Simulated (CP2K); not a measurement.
## PbS (Galena) under changes of volume

One of the cells (26.086 Å³/atom); the others are scaled copies at fixed shape and fractional positions:

```xyz
2
Lattice="4.1942 0.0000 0.0000 2.0971 3.6323 0.0000 2.0971 1.2108 3.4246" Properties=species:S:1:pos:R:3 pbc="T T T"
Pb    0.0000    0.0000    0.0000
S     4.1942    2.4215    1.7123
```

| Item | Value |
| --- | --- |
| Program | CP2K 2026.2 |
| Functional | PBEsol |
| Potentials or basis | POTENTIAL_UZH Pb GTH-PBE-q4, S GTH-PBE-q6; TZVP-MOLOPT-PBE-GTH basis |
| Density cutoff | 6123 eV |
| k mesh | 8 × 8 × 8 |
| Occupations | fermi-dirac, width 0.05 eV |
| Spin | no spin polarisation |

| volume (Å³/atom) | energy over the lowest point (meV/atom) | pressure (GPa) | gap on the mesh (eV) |
| --- | --- | --- | --- |
| 24.521 | ? | ? | ? |
| 25.042 | 20.99 | 4.2 | 0.06 |
| 25.564 | 9.70 | 2.8 | 0.02 |
| 26.086 | 2.82 | 1.5 | 0.10 |
| 26.607 | 0.00 | 0.3 | 0.18 |
| 27.129 | 0.88 | -0.8 | 0.25 |
| 27.651 | 5.13 | -1.8 | 0.31 |

Task: What does the run at 24.521 Å³/atom give?

Result: Energy over the lowest point 37.20 meV/atom; pressure 5.8 GPa; gap on the mesh 0.16 eV.

Worked out: A Birch-Murnaghan fit of order 3 (a polynomial in V^(-2/3)) to the other rows has its minimum at 26.74 Å³/atom with B0 = V·E''(V) = 57 GPa and B' = 3.6. It gives 37.10 meV/atom at 24.521 Å³/atom, against the run's 37.20, and -dE/dV = 5.7 GPa, against 5.8.

Energies are extrapolated to zero smearing.

Caveats: the potentials were made for another functional, which shifts forces and pressure; spin-orbit coupling is left out, which as a rule narrows the gap of such compounds by several tenths of an eV; the basis of atomic orbitals isn't converged, which shifts pressures, moduli and gaps.

A mesh can miss the band edges.
